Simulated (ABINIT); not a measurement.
The system is NaF (Villiaumite).

```xyz
2
Lattice="0.0000 2.3200 2.3200 2.3200 0.0000 2.3200 2.3200 2.3200 0.0000" Properties=species:S:1:pos:R:3 pbc="T T T"
Na    0.0000    0.0000    0.0000
F     2.3200    2.3200    2.3200
```

Base run:

| Property | Result |
| --- | --- |
| Program | ABINIT 10.8.3 (patched build) |
| Functional | LDA |
| Potentials or basis | PseudoDojo NC SR LDA v0.4.1 standard |
| Cutoff | 1088 eV |
| k mesh | 8 × 8 × 8 |
| Occupations | fermi-dirac, width 0.05 eV |
| Spin | no spin polarisation |

Its results: band gap on the k mesh 5.97 eV, direct; pressure -4.7 GPa.

Task: The run is repeated on the same cell with these changes: functional from LDA to PBE; potentials or basis from PseudoDojo NC SR LDA v0.4.1 standard to PseudoDojo NC SR PBE v0.4.1 standard. What comes out?

Result: Band gap on the k mesh 6.32 eV, direct; pressure 1.7 GPa.

A k mesh can miss the band edges.

Not every run made on this cell is shown here.
